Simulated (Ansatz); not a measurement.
# Pb: an axial (c/a) deformation path

An exercise on one series of results from a longer session: the logs are not shown, and one member is left open.

This is Pb in the hcp structure; at room conditions it is fcc.

Method: DFT PBE+D3(BJ), scalar-relativistic, plane waves, PAW, in Ansatz 0.2.0.

1 further run of the same task is left out (set aside as unsound or not needed).

**The system as given**

It takes space group P6_3/mmc (No. 194, hexagonal). The conventional cell has a = 3.480 Å, b = 3.480 Å, c = 5.590 Å, α = 90.00°, β = 90.00°, γ = 120.00°. Pb (site symmetry -6m2) is surrounded by 12 Pb at 3.44 to 3.48 Å.

Structure file:

```cif
data_structure
_symmetry_space_group_name_H-M 'P 1'
_symmetry_Int_Tables_number 1
_cell_length_a 3.4800
_cell_length_b 3.4800
_cell_length_c 5.5900
_cell_angle_alpha 90.000
_cell_angle_beta 90.000
_cell_angle_gamma 120.000
_cell_volume 58.63
loop_
_atom_site_label
_atom_site_type_symbol
_atom_site_fract_x
_atom_site_fract_y
_atom_site_fract_z
_atom_site_occupancy
Pb1 Pb 0.33333 0.66667 0.25000 1
Pb2 Pb 0.66667 0.33333 0.75000 1
```

The structure comes from the Crystallography Open Database.

The first run:

input.yaml reads:

```yaml
crystal:
  lattice:
    - [3.4800006906, 0.0, 0.0]
    - [-1.7400003453, 3.0137690032, 0.0]
    - [0.0, 0.0, 5.59]
  atoms:
    - { symbol: Pb, position: [0.3333333333, 0.6666666667, 0.25] }
    - { symbol: Pb, position: [0.6666666667, 0.3333333333, 0.75] }
basis:
  ecutwfc: 420
kpoints:
  mp_grid: { grid: [6, 6, 4] }
hamiltonian:
  xc: pbe
  dispersion: d3bj
scf:
  occupations: { method: gaussian, width: 0.1 }
output:
  forces: true
  stress: true
  eigenvalues: true
```

On the command line:

```console
> ansatz run input.yaml --threads 1 --pin off --max-ram 1228MiB --backend cpu --events-out ev --progress --plain --runs-dir out
```

Among the steps run: A first look at the start; The reference: the undisturbed cell on the scan's mesh; At ρ = 0.850; Point ρ = 1.200; ρ = 0.920; ρ = 1.100; At ρ = 0.960; Point ρ = 1.050; Point ρ = 0.800; ρ = 1.300.

One of the session's tables, all rows but one given; the rest of the session is left out.

Collected from the runs (energy zero: the undisturbed cell):

```
    ρ  ΔE (meV/atom)  pressure (GPa)
0.800          125.2             3.7
0.850           84.6             3.0
0.920              ?               ?
0.960           13.7             1.8
1.000            0.0             1.7
1.050           -3.3             1.6
1.100           11.4             1.9
1.200           75.0             3.2
1.300          187.8             5.4
```

**Question.** Estimate the row for ρ = 0.920.

Worked estimate for «ΔE (meV/atom)». A straight line through the neighbours (0.850, 84.6) and (0.960, 13.7) gives 84.6 + (13.7 − 84.6) × (0.920 − 0.850) / (0.960 − 0.850) = 39.5; a parabola fitted to 4 rows on both sides gives 35.9.

**Answer.** ΔE (meV/atom): 33.0; pressure (GPa): 2.1. In «ΔE (meV/atom)» the line misses by +6.5 and the parabola by +2.9.
